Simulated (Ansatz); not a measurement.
# CoO (R3m) in Ansatz: reference runs

Aim: a first look at CoO with PBE, on the cell as given and on a disturbed one.

Program: Ansatz 0.2.0. These are calculated values, not measurements. Logs are shortened: lines on timing, memory, paths and dates and some standing lists are left out, and cuts for length are marked.

### Step 1. The crystal as given

Symmetry: R3m, No. 160, trigonal system. Conventional cell: a = 3.204 Å, b = 3.204 Å, c = 7.699 Å, α = 90.00°, β = 90.00°, γ = 120.00°. Co (site symmetry 3m) is surrounded by 4 O at 1.91 to 1.96 Å. O (site symmetry 3m) is surrounded by 4 Co at 1.91 to 1.96 Å.

Measurements of this composition are mostly on another form, of space group No. 225.

### Step 2. Single point, PBE, collinear spin, ferromagnetic start

Contents of input.yaml:

```yaml
crystal:
  lattice:
    - [1.6022198417, 0.9250420569, 2.5664708903]
    - [-1.6022198417, 0.9250420569, 2.5664708903]
    - [0.0, -1.8500841138, 2.5664708903]
  atoms:
    - { symbol: Co, position: [0.99897832, 0.99897832, 0.99897832], spin: 2.0 }
    - { symbol: O, position: [0.75102103, 0.75102103, 0.75102103] }
hamiltonian:
  xc: pbe
  pseudopotentials: { kind: paw }
magnetization:
  spin_polarized: true
kpoints:
  mp_grid: { grid: [10, 10, 10] }
scf:
  occupations: { method: fermi_dirac, width: 0.05 }
output:
  forces: true
  stress: true
  eigenvalues: true
  write_density: true
  write_potential: true
  elf: true
  volumetric_format: npy
```

Potentials or basis: Ansatz PAW.

Command:

```sh
> ansatz run input.yaml --threads 1 --pin off --max-ram 2560MiB --backend cpu --events-out ev --progress --plain --runs-dir out
```

The log of the run:

```text
Warning: RAYON_NUM_THREADS=1 ignored (pool sized by the plan → 1); use --threads N
Engine: ansatz 0.2.0, x86_64-unknown-linux-gnu
Pseudopotentials: kind: paw
Pseudopotential: Co, paw, valence charge 17, recommended cutoff 420 eV (normal), Co.paw.azcp
Pseudopotential: O, paw, valence charge 6, recommended cutoff 420 eV (normal), O.paw.azcp
Functional definition: PBE
  parameter kappa = 0.804
  parameter beta = 0.06672455060314922
  exchange = pbe_x(kappa = kappa, mu = beta*pi^2/3)
  correlation = pbe_c(beta = beta)
Crystal: 2 atoms, lattice volume = 22.823 Å³
Basis set: ecut = 420 eV, 447 PW (Γ), exchange–correlation on 48×48×48 points (8 copies of the dense FFT grid, shifted against one another)
Bands: 17, of which v1, the nominal top of the filled ones, is band 12 counted from 1 (11 counted from 0)
Symmetry: 6 space group operations
Space group: R3m (ITA 160), of the structure as read, at distance tolerance 2.8e-5 Å
Magnetic group: BNS 160.65 (UNI 1295), of the structure as read, at distance tolerance 2.8e-5 Å
k-points: 116 of 1000 (time reversal used)
Non-local potential: Co, projectors of the file, l = 0: 3, l = 1: 2, l = 2: 3, l = 3: 1
Non-local potential: O, projectors of the file, l = 0: 2, l = 1: 2, l = 2: 1
PAW form: soft (Blöchl's): semilocal exchange-correlation on the pseudo side does not see the compensation charge
PAW one-centre angular grid: Co, 590 points (default); XC on 64 Gauss nodes
PAW one-centre angular grid: O, 110 points (default); XC on 64 Gauss nodes
Initial density: superposition of atomic densities (chi_scale 0.1, normalization cell, long waves kept (reshape's long-wave potential 0.00 eV rms))
Starting moments: Σ|m| = 2 μB on 1 of 2 sites
Initial wavefunctions: pseudopotential atomic-orbital guess
Functional: x = pbe(κ = 0.804, μ = 0.2195149727645171), c = pbe(β = 0.06672455060314922)
SCF iter   1: F=—  HF=-5691.397490 eV  |F-HF|=—  |Δ(HF+E_count)|=         —  Δρ=1.01e-1 (↑1.01e-1 ↓7.70e-2)  dr2=4.75e0  dr2_m=2.27e-1  M=2.216 μB ∫|m|=2.217 μB  β_m=0.30  ethr=3.10e-3  ⟨swp⟩=5.6  Hψ=17831  notcnv=0
Mixer restart at iter 1: flushing history
preconditioner: auto → none  [metal: Δε(μ)=0.004 eV  Ē_g=12.874 eV  σ=0.050 eV  W_gap=0.02  n_scr=8 (ndim 8)  ℏωp=30.1 eV  f_vac=0.000  D(μ)=3.04/eV (n_scr^D=58)  sad-step TF]
SCF iter   2: F=—  HF=-5692.088274 eV  |F-HF|=—  |Δ(HF+E_count)|=   6.91e-1  Δρ=7.20e-2 (↑7.20e-2 ↓4.96e-2)  dr2=7.43e-1  dr2_m=6.04e-1  M=2.594 μB ∫|m|=2.595 μB  β_m=0.41  ethr=3.10e-3  ⟨swp⟩=3.0  Hψ=9557  notcnv=0  defer=63
SCF iter   3: F=—  HF=-5692.327256 eV  |F-HF|=—  |Δ(HF+E_count)|=   2.39e-1  Δρ=3.64e-2 (↑2.82e-2 ↓3.64e-2)  dr2=1.08e-1  dr2_m=1.73e-1  M=2.645 μB ∫|m|=2.647 μB  β_m=0.58  ethr=3.10e-3  ⟨swp⟩=2.0  Hψ=6906  notcnv=0  defer=85
SCF iter   4: F=—  HF=-5692.410466 eV  |F-HF|=—  |Δ(HF+E_count)|=         —  Δρ=1.61e-2 (↑1.61e-2 ↓1.17e-2)  dr2=2.08e-2  dr2_m=3.44e-2  M=2.752 μB ∫|m|=2.755 μB  β_m=0.58  ethr=4.69e-4  ⟨swp⟩=2.8  Hψ=7324  notcnv=0  defer=92
Mixer restart at iter 4: flushing history
SCF iter   5: F=—  HF=-5692.428514 eV  |F-HF|=—  |Δ(HF+E_count)|=   1.80e-2  Δρ=8.67e-3 (↑2.03e-3 ↓8.67e-3)  dr2=5.91e-3  dr2_m=4.63e-3  M=2.740 μB ∫|m|=2.743 μB  β_m=0.66  ethr=9.04e-5  ⟨swp⟩=2.0  Hψ=8612  notcnv=0  defer=134
SCF iter   6: F=—  HF=-5692.432805 eV  |F-HF|=—  |Δ(HF+E_count)|=   4.29e-3  Δρ=6.49e-3 (↑6.49e-3 ↓2.71e-3)  dr2=7.48e-3  dr2_m=2.12e-3  M=2.755 μB ∫|m|=2.758 μB  β_m=0.61  ethr=2.57e-5  ⟨swp⟩=2.0  Hψ=7754  notcnv=0  defer=134
SCF iter   7: F=—  HF=-5692.431646 eV  |F-HF|=—  |Δ(HF+E_count)|=   1.16e-3  Δρ=3.23e-3 (↑1.49e-3 ↓3.23e-3)  dr2=2.45e-3  dr2_m=5.07e-4  M=2.762 μB ∫|m|=2.765 μB  β_m=0.51  ethr=2.57e-5  ⟨swp⟩=2.0  Hψ=7784  notcnv=0  defer=134
SCF iter   8: F=—  HF=-5692.431581 eV  |F-HF|=—  |Δ(HF+E_count)|=   6.54e-5  Δρ=5.53e-4 (↑3.57e-4 ↓5.53e-4)  dr2=3.41e-5  dr2_m=2.03e-5  M=2.759 μB ∫|m|=2.762 μB  β_m=0.76  ethr=1.07e-5  ⟨swp⟩=2.7  Hψ=7496  notcnv=0  defer=135
SCF iter   9: F=—  HF=-5692.431694 eV  |F-HF|=—  |Δ(HF+E_count)|=   1.13e-4  Δρ=1.67e-4 (↑4.93e-5 ↓1.67e-4)  dr2=2.18e-6  dr2_m=1.50e-6  M=2.758 μB ∫|m|=2.761 μB  β_m=0.88  ethr=1.48e-7  ⟨swp⟩=2.0  Hψ=5651  notcnv=0  defer=134
SCF iter  10: F=—  HF=-5692.431696 eV  |F-HF|=—  |Δ(HF+E_count)|=   1.61e-6  Δρ=5.02e-5 (↑5.02e-5 ↓2.63e-5)  dr2=4.34e-7  dr2_m=1.04e-7  M=2.758 μB ∫|m|=2.761 μB  β_m=0.94  ethr=9.48e-9  ⟨swp⟩=2.0  Hψ=6629  notcnv=0  defer=134
SCF iter  11: F=—  HF=-5692.431696 eV  |F-HF|=—  |Δ(HF+E_count)|=   6.34e-9  Δρ=1.37e-5 (↑1.37e-5 ↓3.86e-6)  dr2=3.01e-8  dr2_m=9.09e-9  M=2.757 μB ∫|m|=2.761 μB  β_m=0.92  ethr=1.89e-9  ⟨swp⟩=2.0  Hψ=5596  notcnv=0  defer=134
SCF iter  12: F=-5692.431696 eV  HF=-5692.431696 eV  |F-HF|=1.29e-10  |Δ(HF+E_count)|=   1.51e-8  Δρ=1.36e-6 (↑6.42e-7 ↓1.36e-6)  dr2=2.49e-10  dr2_m=9.72e-11  M=2.757 μB ∫|m|=2.761 μB  ethr=1.31e-10  ⟨swp⟩=7.0  Hψ=22746  notcnv=0
SCF 1 converged in 12 iterations: F = -5692.431696 eV  dr2 = 2.49e-10
SCF converged after 12 iterations
Magnetization: 2.7575 μB (12.8787 up, 10.1213 down)
Absolute magnetization: 2.7606 μB (∫|ρ↑−ρ↓|, with the PAW one-centre terms)
Spin contamination: 0.0127 ħ² per cell (⟨S²⟩ above its minimum at these occupations)
Per-site moments (μB) at R_I (Å): [(2.2022373940150604, 0.7875142689430613), (0.2997268416893433, 0.7875142689430613)]
Free energy (F): -5692.431696 eV
Harris-Foulkes:  -5692.431696 eV  (|F-HF|=1.29e-10)
Internal energy: -5692.415780 eV  (E = F + TS)
E sigma→0 (E₀):  -5692.423738 eV
Entropy (-TS):   -0.015916 eV (-7.958 meV/atom)
Fermi energy:    11.073770 eV
--- Per-component energies (eV) ---
  E_band       = -367.907824
  E_kinetic    = 619.028375
  E_local      = -3872.609892  (includes V_loc(G=0)·N_el)
  E_nonlocal   = 512.200223
  E_hartree    = 1597.648334
  E_xc         = -228.766983
  E_vxc        = -293.965152  (∫ρ·V_xc dr)
  E_paw        = -1676.213515  (= ΣΔE_a)
  E_vpaw       = -527.860748  (= ΣTr[D̂ρ^β])
  E_aug_tail   = 0.002613  (compensation charges beyond the density's cutoff)
  E_ewald      = -2643.704935
  E_smearing   = -0.015916  (= −TS)
  E_closure    = -0.000000  (closes the sum)
  Σ components = -5692.431696   (vs F -5692.431696, Δ=0.00e0)
--- Forces (eV/Å), atoms counted from 1 ---
  atom   1  Co    -0.00000000     0.00000000     0.26035668
  atom   2  O      0.00000000     0.00000000    -0.26036430
  max |Σ_I F_I| component: 7.62e-6 eV/Å
--- Stress (GPa, compression-positive) ---
       -1.905504       0.000000       0.000000
        0.000000      -1.905504       0.000000
        0.000000       0.000000       3.441781
  P = ⅓ Tr σ = -0.1231 GPa (-1.231 kbar)
--- Band table (eV; the first three rows and the last of 232) ---
  k-point 0 ↑: bands = ["-85.4441", "-48.7470", "-48.7061", "-48.7061", "-9.0000", "4.8509", "4.9048", "4.9048", "8.8783", "8.8783", "11.1706", "11.3397", "11.3397", "11.4949", "25.0069", "25.0069", "25.5855"]
  k-point 1 ↑: bands = ["-85.4440", "-48.7476", "-48.7079", "-48.7064", "-8.9424", "4.7499", "4.8992", "4.9407", "8.8548", "8.8573", "10.8279", "11.2880", "11.4030", "11.9084", "24.0797", "25.0969", "25.6099"]
  k-point 2 ↑: bands = ["-85.4437", "-48.7493", "-48.7124", "-48.7072", "-8.7896", "4.4477", "4.9975", "5.0315", "8.8155", "8.8228", "10.2269", "11.1351", "11.2313", "12.9903", "22.2221", "25.1797", "25.6248"]
  k-point 115 ↓: bands = ["-82.6170", "-46.0085", "-45.9518", "-45.9518", "-7.7904", "4.5633", "6.3379", "6.3379", "10.8198", "10.8198", "11.2226", "12.7364", "12.7364", "17.1904", "19.0730", "25.0876", "25.0876"]
```

Wall time 12 s (1 thread of AMD EPYC 7B13 (Zen 3), shared host); peak memory 0.51 GiB.

What came out:

| Property | Result |
| --- | --- |
| Free energy | -5692.4317 eV |
| Pressure | -0.1 GPa |
| Largest force | 0.260 eV/Å |
| Band gap on the k mesh | none (metal or under the smearing width) |
| Net moment | 2.76 μB per cell |
| Absolute moment | 2.76 μB per cell |
| Site moments | Co +2.20; O +0.30 μB |

Forces on the atoms (eV/Å):
```
Co   0.000  0.000  0.260
O    0.000  0.000 -0.260
```

Caveat: the pressure holds a Pulay correction of +0.7 GPa for the finite cutoff; a cell with one magnetic atom can't hold antiferromagnetic order, which such compounds often take; semilocal functionals often make such compounds metallic where correlation or magnetic order opens a gap, which also shifts bond lengths.

### Step 3. Single point, PBE, collinear spin, ferromagnetic start (atoms moved at random, drawn with an rms of 0.05 Å)

Contents of input.yaml:

```yaml
crystal:
  lattice:
    - [1.6022198417, 0.9250420569, 2.5664708903]
    - [-1.6022198417, 0.9250420569, 2.5664708903]
    - [0.0, -1.8500841138, 2.5664708903]
  atoms:
    - { symbol: Co, position: [1.012719, 1.002242, 0.982236], spin: 2.0 }
    - { symbol: O, position: [0.746856, 0.766435, 0.740388] }
hamiltonian:
  xc: pbe
  pseudopotentials: { kind: paw }
magnetization:
  spin_polarized: true
kpoints:
  mp_grid: { grid: [10, 10, 10] }
scf:
  occupations: { method: fermi_dirac, width: 0.05 }
output:
  forces: true
  stress: true
  eigenvalues: true
```

Potentials or basis: Ansatz PAW.

Command:

```sh
> ansatz run input.yaml --threads 1 --pin off --max-ram 2560MiB --backend cpu --events-out ev --progress --plain --runs-dir out
```

The log of the run:

```text
Warning: RAYON_NUM_THREADS=1 ignored (pool sized by the plan → 1); use --threads N
Engine: ansatz 0.2.0, x86_64-unknown-linux-gnu
Pseudopotentials: kind: paw
Pseudopotential: Co, paw, valence charge 17, recommended cutoff 420 eV (normal), Co.paw.azcp
Pseudopotential: O, paw, valence charge 6, recommended cutoff 420 eV (normal), O.paw.azcp
Functional definition: PBE
  parameter kappa = 0.804
  parameter beta = 0.06672455060314922
  exchange = pbe_x(kappa = kappa, mu = beta*pi^2/3)
  correlation = pbe_c(beta = beta)
Crystal: 2 atoms, lattice volume = 22.823 Å³
Basis set: ecut = 420 eV, 447 PW (Γ), exchange–correlation on 48×48×48 points (8 copies of the dense FFT grid, shifted against one another)
Bands: 17, of which v1, the nominal top of the filled ones, is band 12 counted from 1 (11 counted from 0)
Symmetry: 1 space group operations
Space group: P1 (ITA 1), of the structure as read, at distance tolerance 2.8e-5 Å
Magnetic group: BNS 1.1 (UNI 1), of the structure as read, at distance tolerance 2.8e-5 Å
k-points: 504 of 1000 (time reversal used)
Non-local potential: Co, projectors of the file, l = 0: 3, l = 1: 2, l = 2: 3, l = 3: 1
Non-local potential: O, projectors of the file, l = 0: 2, l = 1: 2, l = 2: 1
PAW form: soft (Blöchl's): semilocal exchange-correlation on the pseudo side does not see the compensation charge
PAW one-centre angular grid: Co, 590 points (default); XC on 64 Gauss nodes
PAW one-centre angular grid: O, 110 points (default); XC on 64 Gauss nodes
Initial density: superposition of atomic densities (chi_scale 0.1, normalization cell, long waves kept (reshape's long-wave potential 0.00 eV rms))
Starting moments: Σ|m| = 2 μB on 1 of 2 sites
Initial wavefunctions: pseudopotential atomic-orbital guess
Functional: x = pbe(κ = 0.804, μ = 0.2195149727645171), c = pbe(β = 0.06672455060314922)
SCF iter   1: F=—  HF=-5691.387034 eV  |F-HF|=—  |Δ(HF+E_count)|=         —  Δρ=1.02e-1 (↑1.02e-1 ↓7.67e-2)  dr2=4.72e0  dr2_m=2.32e-1  M=2.221 μB ∫|m|=2.221 μB  β_m=0.30  ethr=3.10e-3  ⟨swp⟩=5.7  Hψ=77412  notcnv=0
Mixer restart at iter 1: flushing history
preconditioner: auto → none  [metal: Δε(μ)=0.002 eV  Ē_g=12.885 eV  σ=0.050 eV  W_gap=0.01  n_scr=8 (ndim 8)  ℏωp=30.1 eV  f_vac=0.000  D(μ)=3.00/eV (n_scr^D=56)  sad-step TF]
SCF iter   2: F=—  HF=-5692.082448 eV  |F-HF|=—  |Δ(HF+E_count)|=   6.95e-1  Δρ=7.23e-2 (↑7.23e-2 ↓4.99e-2)  dr2=7.36e-1  dr2_m=6.14e-1  M=2.600 μB ∫|m|=2.601 μB  β_m=0.41  ethr=3.10e-3  ⟨swp⟩=3.0  Hψ=41646  notcnv=0  defer=236
SCF iter   3: F=—  HF=-5692.321499 eV  |F-HF|=—  |Δ(HF+E_count)|=   2.39e-1  Δρ=3.59e-2 (↑2.77e-2 ↓3.59e-2)  dr2=1.09e-1  dr2_m=1.67e-1  M=2.643 μB ∫|m|=2.645 μB  β_m=0.57  ethr=3.10e-3  ⟨swp⟩=2.0  Hψ=30047  notcnv=0  defer=318
SCF iter   4: F=—  HF=-5692.403378 eV  |F-HF|=—  |Δ(HF+E_count)|=         —  Δρ=1.57e-2 (↑1.57e-2 ↓1.15e-2)  dr2=1.92e-2  dr2_m=3.30e-2  M=2.747 μB ∫|m|=2.750 μB  β_m=0.57  ethr=4.75e-4  ⟨swp⟩=2.8  Hψ=31544  notcnv=0  defer=327
Mixer restart at iter 4: flushing history
SCF iter   5: F=—  HF=-5692.422105 eV  |F-HF|=—  |Δ(HF+E_count)|=   1.87e-2  Δρ=9.06e-3 (↑2.41e-3 ↓9.06e-3)  dr2=5.71e-3  dr2_m=5.63e-3  M=2.741 μB ∫|m|=2.744 μB  β_m=0.68  ethr=8.34e-5  ⟨swp⟩=2.0  Hψ=37606  notcnv=0  defer=551
SCF iter   6: F=—  HF=-5692.427829 eV  |F-HF|=—  |Δ(HF+E_count)|=   5.72e-3  Δρ=6.92e-3 (↑6.92e-3 ↓3.12e-3)  dr2=9.98e-3  dr2_m=1.93e-3  M=2.754 μB ∫|m|=2.758 μB  β_m=0.60  ethr=2.48e-5  ⟨swp⟩=2.0  Hψ=33721  notcnv=0  defer=551
SCF iter   7: F=—  HF=-5692.425768 eV  |F-HF|=—  |Δ(HF+E_count)|=   2.06e-3  Δρ=3.15e-3 (↑1.43e-3 ↓3.15e-3)  dr2=2.25e-3  dr2_m=5.17e-4  M=2.763 μB ∫|m|=2.767 μB  β_m=0.51  ethr=2.48e-5  ⟨swp⟩=2.0  Hψ=33886  notcnv=0  defer=562
SCF iter   8: F=—  HF=-5692.425731 eV  |F-HF|=—  |Δ(HF+E_count)|=   3.67e-5  Δρ=6.07e-4 (↑3.60e-4 ↓6.07e-4)  dr2=3.26e-5  dr2_m=2.63e-5  M=2.759 μB ∫|m|=2.763 μB  β_m=0.75  ethr=9.80e-6  ⟨swp⟩=2.7  Hψ=32253  notcnv=0  defer=562
SCF iter   9: F=—  HF=-5692.425791 eV  |F-HF|=—  |Δ(HF+E_count)|=   5.92e-5  Δρ=1.59e-4 (↑8.39e-5 ↓1.59e-4)  dr2=2.46e-6  dr2_m=1.39e-6  M=2.758 μB ∫|m|=2.762 μB  β_m=0.85  ethr=1.42e-7  ⟨swp⟩=2.0  Hψ=24378  notcnv=0  defer=562
SCF iter  10: F=—  HF=-5692.425793 eV  |F-HF|=—  |Δ(HF+E_count)|=   2.36e-6  Δρ=3.10e-5 (↑3.10e-5 ↓2.71e-5)  dr2=1.72e-7  dr2_m=8.99e-8  M=2.758 μB ∫|m|=2.762 μB  β_m=0.93  ethr=1.07e-8  ⟨swp⟩=2.0  Hψ=28823  notcnv=0  defer=562
SCF iter  11: F=—  HF=-5692.425793 eV  |F-HF|=—  |Δ(HF+E_count)|=   9.70e-8  Δρ=1.71e-5 (↑1.71e-5 ↓9.52e-6)  dr2=7.01e-8  dr2_m=7.34e-9  M=2.758 μB ∫|m|=2.762 μB  β_m=0.96  ethr=7.47e-10  ⟨swp⟩=2.4  Hψ=25117  notcnv=0  defer=562
SCF iter  12: F=-5692.425793 eV  HF=-5692.425793 eV  |F-HF|=1.30e-10  |Δ(HF+E_count)|=   1.77e-8  Δρ=1.72e-6 (↑3.86e-7 ↓1.72e-6)  dr2=2.74e-10  dr2_m=1.53e-10  M=2.758 μB ∫|m|=2.762 μB  ethr=3.05e-10  ⟨swp⟩=3.8  Hψ=60210  notcnv=0
SCF 1 converged in 12 iterations: F = -5692.425793 eV  dr2 = 2.74e-10
SCF converged after 12 iterations
Magnetization: 2.7582 μB (12.8791 up, 10.1209 down)
Absolute magnetization: 2.7617 μB (∫|ρ↑−ρ↓|, with the PAW one-centre terms)
Spin contamination: 0.0128 ħ² per cell (⟨S²⟩ above its minimum at these occupations)
Per-site moments (μB) at R_I (Å): [(2.202577215862599, 0.7874201204282367), (0.3010936434110151, 0.7874201204282367)]
Free energy (F): -5692.425793 eV
Harris-Foulkes:  -5692.425793 eV  (|F-HF|=1.30e-10)
Internal energy: -5692.409766 eV  (E = F + TS)
E sigma→0 (E₀):  -5692.417779 eV
Entropy (-TS):   -0.016027 eV (-8.014 meV/atom)
Fermi energy:    11.068905 eV
--- Per-component energies (eV) ---
  E_band       = -368.084425
  E_kinetic    = 619.058543
  E_local      = -3873.130992  (includes V_loc(G=0)·N_el)
  E_nonlocal   = 512.153245
  E_hartree    = 1597.813908
  E_xc         = -228.775195
  E_vxc        = -293.976520  (∫ρ·V_xc dr)
  E_paw        = -1676.187052  (= ΣΔE_a)
  E_vpaw       = -527.818343  (= ΣTr[D̂ρ^β])
  E_aug_tail   = 0.002589  (compensation charges beyond the density's cutoff)
  E_ewald      = -2643.344812
  E_smearing   = -0.016027  (= −TS)
  E_closure    = 0.000000  (closes the sum)
  Σ components = -5692.425793   (vs F -5692.425793, Δ=0.00e0)
--- Forces (eV/Å), atoms counted from 1 ---
  atom   1  Co    -0.21327235    -0.09373704     0.23792470
  atom   2  O      0.21327008     0.09373275    -0.23792680
  max |Σ_I F_I| component: 4.29e-6 eV/Å
--- Stress (GPa, compression-positive) ---
       -0.969224       1.752315       1.421981
        1.752304      -2.391286       0.587244
        1.421946       0.587223       3.401138
  P = ⅓ Tr σ = 0.0135 GPa (0.135 kbar)
--- Band table (eV; the first three rows and the last of 1008) ---
  k-point 0 ↑: bands = ["-85.4541", "-48.7956", "-48.7197", "-48.6734", "-9.0074", "4.7500", "4.8835", "5.0076", "8.8533", "8.8811", "11.0800", "11.2484", "11.4887", "11.5156", "25.0073", "25.0253", "25.5873"]
  k-point 1 ↑: bands = ["-85.4540", "-48.7959", "-48.7210", "-48.6744", "-8.9502", "4.7473", "4.8178", "4.9975", "8.8336", "8.8601", "10.7918", "11.2636", "11.4435", "11.9265", "24.0680", "25.1206", "25.6092"]
  k-point 2 ↑: bands = ["-85.4537", "-48.7968", "-48.7245", "-48.6768", "-8.7982", "4.4675", "4.9031", "5.0581", "8.7995", "8.8300", "10.2121", "11.1422", "11.2621", "12.9919", "22.2052", "25.1871", "25.6230"]
  k-point 503 ↓: bands = ["-82.6273", "-46.0269", "-45.9753", "-45.9400", "-7.7949", "4.5535", "6.3056", "6.3643", "10.7340", "10.8942", "11.2168", "12.6765", "12.7762", "17.1878", "19.0662", "24.9120", "25.2700"]
```

Wall time 41 s (1 thread of AMD EPYC 7B13 (Zen 3), shared host); peak memory 0.79 GiB.

Results:

```yaml
Free_energy: -5692.4258 eV
Pressure: 0.0 GPa
Largest_force: 0.333 eV/Å
Band_gap_on_the_k_mesh: none (metal or under the smearing width)
Net_moment: 2.76 μB per cell
Absolute_moment: 2.76 μB per cell
Site_moments: Co +2.20; O +0.30 μB
```

Forces in eV/Å, atoms in the order of the input:
```
Co  -0.213 -0.094  0.238
O    0.213  0.094 -0.238
```

Stress tensor (GPa, compression positive):
```
-0.97  1.75  1.42
 1.75 -2.39  0.59
 1.42  0.59  3.40
```

Caveat: the pressure holds a Pulay correction of +0.7 GPa for the finite cutoff; a cell with one magnetic atom can't hold antiferromagnetic order, which such compounds often take; semilocal functionals often make such compounds metallic where correlation or magnetic order opens a gap, which also shifts bond lengths.
